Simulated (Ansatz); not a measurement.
# The Mg atom under PBEsol: one spin start

Aim: the energy of a free magnesium atom, the zero for cohesive energies. It is solved at Γ with spin polarisation and no symmetry, from 0 unpaired electrons. The moment is free to change.

Program: Ansatz 0.2.0. Level of theory: DFT PBEsol, plane waves (420 eV) with PAW, scalar-relativistic; PBE-made PAW files. These are calculated values, not measurements.

A box of 14.0 × 14.4 × 14.8 Å, with unequal sides, keeps the periodic images far apart.

As a file:

```
CELL_PARAMETERS angstrom
14.00000 0.00000 0.00000
0.00000 14.40000 0.00000
0.00000 0.00000 14.80000
ATOMIC_POSITIONS crystal
Mg 0.50000 0.50000 0.50000
```

```
           quantity         value
start 0: end moment       0.00 μB
 gap between levels       3.38 eV
          above hcp  1.71 eV/atom
```

What this shows: The run keeps its 0.00 μB. It lies 1.71 eV above the element's usual form at the same level (hcp, from a run of its own). If this is the atom's lowest state, that is the cohesive energy, without zero-point motion.

The gaps are Kohn-Sham values of a semilocal functional, not quasiparticle or optical gaps. Such gaps usually fall short of the measured ones.

Which input would start the first run of this session?

A: The one that was run. It is one of several that fit.

input.yaml

```yaml
crystal:
  lattice:
    - [14.0, 0.0, 0.0]
    - [0.0, 14.4, 0.0]
    - [0.0, 0.0, 14.8]
  atoms:
    - { symbol: Mg, position: [0.5, 0.5, 0.5], spin: 0.01 }
  symmetry: { detect: false, time_reversal: true }
hamiltonian:
  xc: pbesol
  pseudopotentials:
    kind: paw
    azcp:
      Mg: "pseudopotentials/Mg.paw.azcp"
basis:
  ecutwfc: 420
  fft_grid_basis: typed
kpoints:
  mp_grid: { grid: [1, 1, 1], shift: [0, 0, 0] }
magnetization:
  spin_polarized: true
scf:
  occupations: { method: fermi_dirac, width: 0.01 }
```

Launch:

```sh
$ ansatz run input.yaml --threads 4 --pin off --max-ram 8192MiB --backend cpu --events-out ev --progress --plain --runs-dir out
```
